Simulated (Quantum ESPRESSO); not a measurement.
PtSe2 (Sudovikovite):

```
Pt Se
1.0
     3.72400    0.00000    0.00000
    -1.86200    3.22508    0.00000
     0.00000    0.00000    5.06200
Pt Se
1 2
Direct
  0.00000 0.00000 0.00000
  0.66667 0.33333 0.75000
  0.33333 0.66667 0.25000
```

Base run:

```yaml
Program: Quantum ESPRESSO 7.5
Functional: PBE
Potentials_or_basis: PseudoDojo 0.4.1 SR PBE standard
Cutoff: 1170 eV
Density_cutoff: 4680 eV
k_mesh: 8 × 8 × 5
Occupations: fermi-dirac, width 0.05 eV
Spin: no spin polarisation
```

Its results: band gap on the k mesh none (metal or under the smearing width); pressure 7.2 GPa; largest force 0.589 eV/Å.

Task: The run is repeated on the same cell with these changes: functional from PBE to PBEsol; potentials or basis from PseudoDojo 0.4.1 SR PBE standard to PseudoDojo 0.4.1 SR PBEsol standard. What comes out?

Result: Band gap on the k mesh none (metal or under the smearing width); pressure 2.0 GPa; largest force 0.334 eV/Å.

Caveats: some levels on the path didn't converge; spin-orbit coupling is left out, which moves the levels of the heavy elements.
